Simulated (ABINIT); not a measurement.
# W: changing spin-orbit coupling

Symmetry: Im-3m, No. 229, cubic system. The conventional cell has a = 3.165 Å, b = 3.165 Å, c = 3.165 Å, α = 90.00°, β = 90.00°, γ = 90.00°. W (site symmetry m-3m) has 8 W at 2.74 Å as nearest neighbours.

Kept alike: task band structure; functional PBE; k mesh 12 × 12 × 12; occupations fermi-dirac, width 0.05 eV. Program: ABINIT, JTH PAW PBE v2.0, cutoff 435 eV. The mesh is that of the run's cell of 1 atom.

| spin-orbit coupling | pressure (GPa) |
| --- | --- |
| off | 5.33 |
| on | 6.25 |

Pressure is positive in compression; the values hold the error of the finite cutoff, so their zero can differ a little from the energy's minimum. For a metal such a mesh leaves the last digits unconverged.

Q: What does spin-orbit coupling change here?

A: The pressure runs from 5.33 (off) to 6.25 GPa (on).

At this fixed cell, tungsten is under compression in both treatments, and spin-orbit coupling raises the pressure from 5.33 to 6.25 GPa. Most of the outward stress is therefore already present without the coupling. This fits the known tendency of PBE to favour slightly too large a lattice for the heavy 5d metals, since the cell lies close to the experimental one.

The added pressure probably comes from the 5d band. Its roughly half-filled state places most electrons in bonding levels, which gives tungsten its strong cohesion and stiffness. Spin-orbit coupling mixes occupied and empty d states, and the energy gained this way tends to grow as the band narrows on expansion. The coupling would then favour a slightly larger volume, working weakly against d-d bonding. In so stiff a metal, even a small shift in the preferred lattice constant appears as a noticeable pressure change. Two pressures at a single volume do not show whether the coupling also alters the bulk modulus.
